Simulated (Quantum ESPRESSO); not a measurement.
# BeS: equation of state with PBEsol

BeS:

```xyz
2
Lattice="0.0000 2.4250 2.4250 2.4250 0.0000 2.4250 2.4250 2.4250 0.0000" Properties=species:S:1:pos:R:3 pbc="T T T"
S     3.6375    3.6375    3.6375
Be    0.0000    0.0000    0.0000
```

```yaml
Program: Quantum ESPRESSO 7.5
Task: equation of state
Functional: PBEsol
Potentials_or_basis: GBRV 1.5 PBEsol
Cutoff: 612 eV
Density_cutoff: 4898 eV
k_mesh: 9 × 9 × 9
Occupations: fermi-dirac, width 0.05 eV
Spin: no spin polarisation
```

The equilibrium volume is 14.17 Å³/atom, the bulk modulus is 97 GPa and the pressure derivative of the bulk modulus is 3.8.

Energy against volume, from the lowest point:
```csv
volume (Å³/atom),energy (meV/atom)
13.405,13.40
13.690,4.96
13.975,0.62
14.261,0.00
14.546,2.76
14.831,8.58
15.116,17.19
```

All runs of the series together: 36 s on 2 threads of Intel(R) Xeon(R) 6975P-C (Granite Rapids), on a shared host.
